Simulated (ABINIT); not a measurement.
Runs of ABINIT 10.8.3 (patched build) on Ga. The structure is monoclinic, space group P2_1/m (No. 11). Conventional cell: a = 2.778 Å, b = 3.282 Å, c = 4.210 Å, α = 90.00°, β = 108.61°, γ = 90.00°. Ga (site symmetry m) is surrounded by 8 Ga at 2.71 to 2.84 Å. This isn't the form of Ga at room conditions, which is orthorhombic.

```csv
level,cell,k mesh,cutoff (eV),fine-grid cutoff,mesh quality,gap on the mesh (eV),pressure (GPa),relaxed volume (Å³/atom)
PBEsol,relaxed to 20 GPa,8 × 6 × 6,463,925.187 eV,not flagged,none,20.0,-
PBEsol,relaxed to 10 GPa,8 × 6 × 6,463,925.187 eV,not flagged,none,10.0,-
PBEsol,relaxed,8 × 6 × 6,463,925.187 eV,not flagged,none,0.0,(a)
LDA,relaxed,6 × 5 × 5,544,1088.46 eV,coarse,none,0.0,17.39
```

Alike in all rows: task relaxation of cell and atoms; potentials or basis JTH PAW PBE v2.0; no spin polarisation; smearing fermi-dirac 0.05 eV.

Task: Estimate the missing entries.

Result: (a) 17.97.

Caveats: some runs use coarse meshes; the PAW data sets were made with another functional, which shifts forces and pressure a little; the volume moved by over 15 % at a fixed basis, so the end points are rough (some runs).

A k mesh can miss the band edges, and the runs leave out spin-orbit coupling on Ga.

A gap of «none» marks a metal or a gap under the smearing width.

Runs at the PBE level aren't shown here.
